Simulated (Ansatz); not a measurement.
**TiTe2 under changes of volume**

One of the cells (26.760 Å³/atom); the others are scaled copies at fixed shape and fractional positions:

```xyz
3
Lattice="3.7770 0.0000 0.0000 -1.8885 3.2710 0.0000 0.0000 0.0000 6.4980" Properties=species:S:1:pos:R:3 pbc="T T T"
Te    0.0000    2.1807    4.7903
Te    1.8885    1.0903    1.7077
Ti    0.0000    0.0000    0.0000
```

| Item | Value |
| --- | --- |
| Program | Ansatz 0.2.0 |
| Functional | LDA |
| Potentials or basis | all-electron LAPW, scalar-relativistic |
| Cutoff | 221 eV (chosen from the basis error) |
| Basis error allowed | 0.002 eV/atom |
| k mesh | 8 × 8 × 4 |
| Occupations | fermi-dirac, width 0.05 eV |
| Spin | no spin polarisation |

```tsv
volume (Å³/atom)	energy over the lowest point (meV/atom)	pressure (GPa)	largest force (eV/Å)
25.154	0.00	-0.1	0.223
25.689	2.78	-1.6	0.033
26.225	10.28	-2.9	0.144
26.760	22.02	-4.1	0.308
27.295	37.54	-5.2	0.462
27.830	56.41	-6.1	0.606
28.365	?	?	?
```

Question: What does the run at 28.365 Å³/atom give?

Answer: Energy over the lowest point 78.38 meV/atom; pressure -7.0 GPa; largest force 0.739 eV/Å.

Worked out: A Birch-Murnaghan fit of order 3 (a polynomial in V^(-2/3)) to the other rows has its minimum at 25.13 Å³/atom, just outside them, with B0 = V·E''(V) = 75 GPa and B' = 4.3 at fixed shape and positions, which overstates the stiffness. It gives 78.30 meV/atom at 28.365 Å³/atom, against the run's 78.38, and -dE/dV = -7.0 GPa, against -7.0.

Energies are extrapolated to zero smearing.
